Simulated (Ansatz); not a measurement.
A plane-wave DFT run in Ansatz 0.2.0 (scalar-relativistic PAW potentials unless the input names others): input and command.

```yaml
crystal:
  lattice:
    - [1.3611006793, 2.3574955308, 0.0]
    - [0.0, 0.0, 4.3910522028]
    - [4.0866721855, -2.3594412863, 0.0]
  atoms:
    - { symbol: Rh, position: [0.5, 0.75, 0.1665806576] }
    - { symbol: Rh, position: [1.0, 0.75, 0.6665806576] }
    - { symbol: Rh, position: [0.5, 0.25, 0.8334193424] }
    - { symbol: Rh, position: [0.0, 0.25, 0.3334193424] }
basis:
  ecutwfc: "520 ev"
kpoints:
  mp_grid: { grid: [16, 10, 10] }
hamiltonian:
  xc: pbe
scf:
  occupations: { method: gaussian, width: 0.1 }
  max_iter: 50
output:
  forces: true
  eigenvalues: true
  stress: true
```

```bash
ansatz run input.yaml --threads 1 --pin off --max-ram 2560MiB --backend cpu --events-out ev --progress --plain --runs-dir out
```

Problem. Will this input run?

Solution. The program refuses it, because of a cutoff in the wrong unit (basis.ecutwfc: 420 → "520 ev"). With the sound run's settings it is accepted.

Abridged log:
```
Error: YAML parse error: error: line 12 column 12: unknown unit factor `ev` — a unit is read by its exact case: `eV` is a unit here, `ev` is not
  --> <input>:12:12
   |
10 |     - { symbol: Rh, position: [0.0, 0.25, 0.3334193424] }
11 | basis:
12 |   ecutwfc: "520 ev"
   |            ^ unknown unit factor `ev` — a unit is read by its exact case: `eV` is a unit here, `ev` is not
13 | kpoints:
14 |   mp_grid: { grid: [16, 10, 10] }
   |
```